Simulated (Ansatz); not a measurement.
CaSe: what symmetry allows forces and stress to be

```yaml
crystal:
  lattice:
    - [0.00000, 2.95600, 2.95600]
    - [2.95600, 0.00000, 2.95600]
    - [2.95600, 2.95600, 0.00000]
  atoms:
    - { symbol: Ca, position: [0.03806, 0.03806, 0.96194] }
    - { symbol: Se, position: [0.50000, 0.50000, 0.50000] }
```

Method: DFT PBEsol, scalar-relativistic, plane waves, PAW in Ansatz 0.2.0.

Plane waves to 420 eV, a k mesh through Γ of 8×8×8 on the computed 2-atom cell and Gaussian smearing (0.02 eV); no spin polarisation.

This distorted cell has space group I4mm, with 8 operations.

Problem. Without a calculation: in which directions can each atom feel a force?

Solution. A force must be left unchanged by every operation that keeps its atom in place, so it lies in the space that those operations leave fixed. Atoms that the group maps onto each other feel forces of one size.
```csv
atom,site symmetry,operations at the site,equivalent to atom,allowed force (Cartesian)
Ca1,4mm,8,1,"along (0.00, 0.00, 1.00)"
Se2,4mm,8,2,"along (0.00, 0.00, 1.00)"
```

That leaves 2 independent force components of 6, tied by 1 condition that the forces sum to zero, so 1 remains. A relaxation in this cell that keeps the symmetry moves the atoms in these directions alone.

Problem. And the stress tensor?

Solution. It must be invariant under the point group, which leaves 2 independent components: yz, xz, xy vanish; xx = yy.

Problem. Do the computed values obey this?

Solution. Yes. Forces (eV/Å):
```
Ca1  0.000  0.000 -0.779
Se2  0.000  0.000  0.779
```

Stress (GPa, compression positive, xx yy zz yz xz xy): -1.30 -1.30 2.06 0.00 0.00 0.00. The program imposes the same operations on density, forces and stress, so this confirms the analysis and is no independent test of the calculation.